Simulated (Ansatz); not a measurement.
ZnS: from supercell energies to defect levels (Zn interstitial)

Computed with DFT PBE, scalar-relativistic, plane waves, PAW (Ansatz). Run with 420 eV cutoff, 2×2×2 k-mesh, shifted by half a step, Gaussian smearing of 0.01 eV, collinear spin in charge +1 alone.

Host crystal, relaxed:

```cif
data_structure
_symmetry_space_group_name_H-M 'P 1'
_symmetry_Int_Tables_number 1
_cell_length_a 3.8483
_cell_length_b 3.8483
_cell_length_c 3.8483
_cell_angle_alpha 60.000
_cell_angle_beta 60.000
_cell_angle_gamma 60.000
_cell_volume 40.30
loop_
_atom_site_label
_atom_site_type_symbol
_atom_site_fract_x
_atom_site_fract_y
_atom_site_fract_z
_atom_site_occupancy
Zn1 Zn 0.00000 0.00000 0.00000 1
S1 S 0.25000 0.25000 0.25000 1
```

The Zn interstitial was set at (0.750, 0.750, 0.750) of the host cell, in a supercell of 32 sites (645 Å³), relaxed at fixed cell in each charge q. The host's Kohn–Sham gap is 2.02 eV and its static dielectric constant 9.4 (mean). For each charge: the supercell's free energy over the neutral one with q electrons exchanged at the valence band top, F(q) − F(0) + qE_v; the image-charge term; and the term that aligns the potential far from the defect with the host's.

```csv
q,F(q) − F(0) + qE_v (eV),image charge (eV),alignment (eV)
+2,-4.504,1.027,0.373
+1,-2.255,0.257,0.251
0,0.000,0.000,0.000
```

Problem. Add the terms and find the levels between neighbouring charges, ε(q/q′) = [A(q′) − A(q)]/(q − q′), with and without the two corrections.

Solution. A(q): -3.103 eV for +2, -1.747 eV for +1, 0.000 eV for 0.
```
  level corrected (eV over E_v) uncorrected (eV)
(+2/+1)                     1.36              2.25
 (+1/0)                     1.75              2.26
```

As a check, a point charge in a simple cubic cell of this volume has q²αe²/(2εL) = 0.252 q² eV (e² = 14.40 eV Å, α = 2.837, L = 8.64 Å); the shape of the real cell can change it somewhat. The term grows as q², so it pushes donor levels down and acceptor levels up. The program doubts the alignment for q = +1, so levels beside it are uncertain by about that term.

Problem. Which of these charges is lowest with the Fermi level at the valence band top, at mid-gap and at the conduction band bottom?

Solution. The line A(q) + qE_F that lies lowest gives the charge: +2 at E_F = 0.00 eV, +2 at E_F = 1.01 eV, 0 at E_F = 2.02 eV. Charges beyond those computed could lie lower near the band edges.

Problem. The neutral defect forms at 3.47 eV with atoms taken from and returned to the elements. What are the formation energies at those three Fermi levels, and what share of sites would hold the defect at 1200 K with E_F at mid-gap, if the host still stood at that temperature?

Solution. E_f = E_f(0) + A(q) + qE_F = 0.37, 2.38, 3.47 eV. In the dilute limit the share is exp(−E_f/k_BT) = exp(−2.384/0.1034) = 9.7×10⁻¹¹, leaving out degeneracy and vibrational entropy. This is the Zn-rich limit; a poorer supply of Zn, or a competing compound of it, raises E_f. The small cell and the narrow Kohn–Sham gap leave errors of tenths of an eV or more, which change the share by orders of magnitude.